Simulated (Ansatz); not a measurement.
GeO2: pressure series

Start from GeO$_{2}$ in the rutile structure (space group P4_2/mnm, No. 136; a = 4.4875 Å, c = 2.9050 Å).

Cell and atoms are relaxed at each pressure.

Computed with plane-wave PAW DFT at the PBE level (Ansatz, a quantum-chemistry and plane-wave program, 420 eV), without spin-orbit coupling.

Candidates:
(a) pressure −2 GPa
(b) pressure 3 GPa
(c) pressure 1.5 GPa

Before the change:

```
Property   Result
--------  -------
Band gap  1.23 eV
```

Task: Order them by band gap, lowest first.

Result: (a) pressure −2 GPa (1.12 eV), (c) pressure 1.5 GPa (1.30 eV), (b) pressure 3 GPa (1.38 eV)

Load acts through the strain it causes; cell and atoms are relaxed under it. Whether these cells are dynamically stable was not tested.
